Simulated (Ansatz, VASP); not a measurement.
Al: VASP beside Ansatz

```
Al
1.0
     0.00000    2.02012    2.02012
     2.02012    0.00000    2.02012
     2.02012    2.02012    0.00000
Al
1
Direct
  0.00000 0.00000 0.00000
```

Alike in both runs: functional PBE; k mesh 16 × 16 × 16; occupations gaussian, width 0.1 eV; no spin polarisation.

Ansatz relaxed the structure, and its values are those at the end. VASP's run is a single point on that final structure, the one shown.

```csv
,VASP,Ansatz
version,VASP 6.6.1,Ansatz 0.2.0
potentials or method,"VASP PAW PBE potentials, release 64 (Al)","scalar-relativistic, plane waves, PAW"
plane-wave cutoff (eV),520,420
valence electrons in the cell,3,3
```

|  | VASP | Ansatz | Ansatz less VASP |
| --- | --- | --- | --- |
| gap on the k mesh at the Fermi level (eV) | none | none | - |
| pressure (GPa) | 0.0 | 0.0 | +0.04 |

A gap of «none» marks a metal or a gap that the smearing closes. The functional is the same, so the differences come from potentials, cutoffs and numerics.
